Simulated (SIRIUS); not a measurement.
## TaN in SIRIUS: the effect of functional

The system is TaN.

```
Ta N
1.0
     0.00000    2.21132    2.21132
     2.21132    0.00000    2.21132
     2.21132    2.21132    0.00000
Ta N
1 1
Direct
  0.50000 0.50000 0.50000
  0.00000 0.00000 0.00000
```

The cell comes from a database or a generator and needn't be the stable form of this composition.

Alike in all runs:

- Program: SIRIUS 7.12.0
- Task: single point
- Potentials or basis: PseudoDojo 0.4.1 PBE standard (scalar relativistic)
- Cutoff: 1152 eV
- Density cutoff: 4606 eV
- k mesh: 10 × 10 × 10
- Occupations: fermi-dirac, width 0.05 eV
- Spin: no spin polarisation

| functional | pressure (GPa) |
| --- | --- |
| LDA | -14.8 |
| PBE | -1.6 |
| PBEsol | ? |
| RPBE | 2.2 |
| revPBE | 1.1 |
| BLYP | 10.1 |
| PW91 | -1.3 |
| AM05 | -11.5 |
| xPBE | 1.4 |
| HLE16 | -64.5 |
| SG4 | -10.6 |

Question: What does the run with functional PBEsol give?

Answer: Pressure -10.0 GPa.

Caveats: the potentials were made for another functional, which shifts forces and pressure (some runs); the potentials were made for a functional far from this one (some runs); the cell as given lies far from equilibrium (some runs).
